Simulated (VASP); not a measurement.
A run of VASP 6.6.1:

INCAR

```
SYSTEM = Si
PREC = Accurate
ENCUT = 520
EDIFF = 1E-7
ISMEAR = 0
SIGMA = 0.1
LREAL = .False.
LASPH = .True.
NELM = 80
ALGO = Fast
ISIF = 2
LWAVE = .False.
LCHARG = .False.
GGA = PS
NBANDS = 11
```

File KPOINTS:

```
regular mesh
0
Gamma
  6 6 6
  0 0 0
```

The input POSCAR:

```
Si
1.0
    0.0000000000      2.7135600000      2.7135600000
    2.7135600000      0.0000000000      2.7135600000
    2.7135600000      2.7135600000      0.0000000000
Si
2
Direct
    0.7500000000      0.7500000000      0.7500000000
    0.5000000000      0.5000000000      0.5000000000
```

Potentials or basis: VASP PAW PBE potentials, release 64 (Si).

Command:

```console
$ cat potpaw_PBE.64/Si/POTCAR > POTCAR
$ mpirun -np 1 vasp_std > vasp.out
```

Hardware: 1 thread of Intel(R) Xeon(R) Platinum 8488C (Sapphire Rapids), on a shared host.

Question: Estimate the wall time of this run.

Answer: Wall time 6.2 s on 1 thread of Intel(R) Xeon(R) Platinum 8488C (Sapphire Rapids) (shared host), peak memory 0.15 GiB. Counts: scf iterations 14, k points 16.
